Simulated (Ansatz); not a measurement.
Tetradymite Sb2Te3, treated with PBEsol-D3(BJ) in Ansatz (PAW).

Run with plane-wave cutoff 520 eV, 10×10×10 k mesh, Fermi–Dirac smearing 0.01 eV, scalar-relativistic PAW data made under PBE.

Response to compression and expansion:

Shape and atoms are relaxed at each volume.

```tsv
V (Å³/atom)	P (GPa)	smallest gap on the k mesh (eV)	c (Å)	a (Å)
28.679	2.35	0.000	28.840	4.150
29.277	1.10	0.000	29.019	4.180
29.874	0.00	0.035	29.194	4.210
30.472	-0.96	0.103	29.394	4.237
31.069	-1.76	0.137	29.646	4.261
```

Measured, for comparison: band gap 0.3 eV (temperature not stated, no zero-point or thermal correction, compiled measured gap; kind and temperature not stated, our sources range from 0.17 to 0.30; as tabulated in Kothakonda et al. (2022), arXiv:2208.02841).

Note: the bulk modulus comes from volumes at which shape and atoms were relaxed.

Spin–orbit coupling is not included; it can close the smallest gap of 0.03 eV.

Ansatz is a program for electronic structure.
